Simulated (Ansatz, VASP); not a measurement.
# Sb in VASP and in Ansatz

```
Sb
1.0
     3.08334    0.00000    0.00000
     0.00000    3.08334    0.00000
     0.00000    0.00000    3.08334
Sb
1
Direct
  0.00000 0.00000 0.00000
```

This isn't the form of Sb at room conditions, which is rhombohedral.

Alike in both runs: task relaxation of cell and atoms; functional LDA; k mesh 14 × 14 × 14; occupations gaussian, width 0.1 eV; no spin polarisation.

```csv
,VASP,Ansatz
version,VASP 6.6.1,Ansatz 0.2.0
potentials or method,"VASP PAW LDA potentials, release 64 (Sb)","scalar-relativistic, plane waves, PAW"
plane-wave cutoff (eV),600,420
valence electrons in the cell,5,15
```

Ansatz gave:

| Property | Result |
| --- | --- |
| gap on the k mesh at the Fermi level, each at its own relaxed structure (eV) | none |
| relaxed volume (Å³/atom) | 28.14 |
| relaxed cell length with the largest relative difference (Å) | 3.042 |
| energy change over the relaxation (meV/atom) | -9 |

Task: Which values does VASP return?

Result: gap on the k mesh at the Fermi level, each at its own relaxed structure (eV): none; relaxed volume (Å³/atom): 28.23; relaxed cell length with the largest relative difference (Å): 3.045; energy change over the relaxation (meV/atom): -8.

A gap of «none» marks a metal or a gap that the smearing closes. The two sets of potentials don't hold the same shells in valence. Ansatz warned: «pseudo_functional_mismatch».

Spin-orbit coupling is left out, which matters for the levels of Sb.
